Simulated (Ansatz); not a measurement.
**HgTe under changes of volume**

One of the cells (28.929 Å³/atom); the others are scaled copies at fixed shape and fractional positions:

```xyz
2
Lattice="-3.0456 3.0456 1.5594 3.0456 -3.0456 1.5594 3.0456 3.0456 -1.5594" Properties=species:S:1:pos:R:3 pbc="T T T"
Hg    0.0000    3.0456    0.7797
Te    0.0000    0.0000    0.0000
```

Measurements of this composition are mostly on another form, of space group No. 216.

* Program: Ansatz 0.2.0
* Functional: PBEsol
* Potentials or basis: all-electron LAPW, scalar-relativistic
* Cutoff: 207 eV (chosen from the basis error)
* Basis error allowed: 0.001 eV/atom
* k mesh: 10 × 10 × 10
* Occupations: fermi-dirac, width 0.05 eV
* Spin: no spin polarisation

```csv
volume (Å³/atom),energy over the lowest point (meV/atom),pressure (GPa)
27.193,0.00,-0.7
27.772,4.32,-1.7
28.351,11.99,-2.6
28.929,22.58,-3.3
29.508,?,?
30.086,51.11,-4.5
30.665,68.38,-5.0
```

Q: What does the run at 29.508 Å³/atom give?

A: Energy over the lowest point 35.73 meV/atom; pressure -4.0 GPa.

Worked out: A Birch-Murnaghan fit of order 3 (a polynomial in V^(-2/3)) to the other rows has its minimum at 26.84 Å³/atom, just outside them, with B0 = V·E''(V) = 54 GPa and B' = 5.4 at fixed shape and positions, which overstates the stiffness. It gives 35.75 meV/atom at 29.508 Å³/atom, against the run's 35.73, and -dE/dV = -4.0 GPa, against -4.0.

Energies are extrapolated to zero smearing.
